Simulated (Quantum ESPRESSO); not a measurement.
The system is C.

```
CELL_PARAMETERS angstrom
0.00000 1.78337 1.78337
1.78337 0.00000 1.78337
1.78337 1.78337 0.00000
ATOMIC_POSITIONS crystal
C 0.75000 0.75000 0.75000
C 0.50000 0.50000 0.50000
```

This isn't the form of C at room conditions, which is graphite.

Base run:

```yaml
Program: Quantum ESPRESSO 7.5
Functional: LDA
Potentials_or_basis: PseudoDojo 0.4.1 SR LDA standard
Cutoff: 1116 eV
Density_cutoff: 4463 eV
k_mesh: 14 × 14 × 14, shifted
Occupations: fermi-dirac, width 0.05 eV
Spin: no spin polarisation
```

Its results: pressure -11.2 GPa; electronic dielectric tensor (diagonal) 5.74.

The run is repeated on the same cell with these changes: functional from LDA to PBEsol; potentials or basis from PseudoDojo 0.4.1 SR LDA standard to PseudoDojo 0.4.1 SR PBEsol standard. What comes out?

Pressure -3.3 GPa; electronic dielectric tensor (diagonal) 5.81.

Caveats: the cell is more than 3 GPa from zero pressure, which shifts response properties.
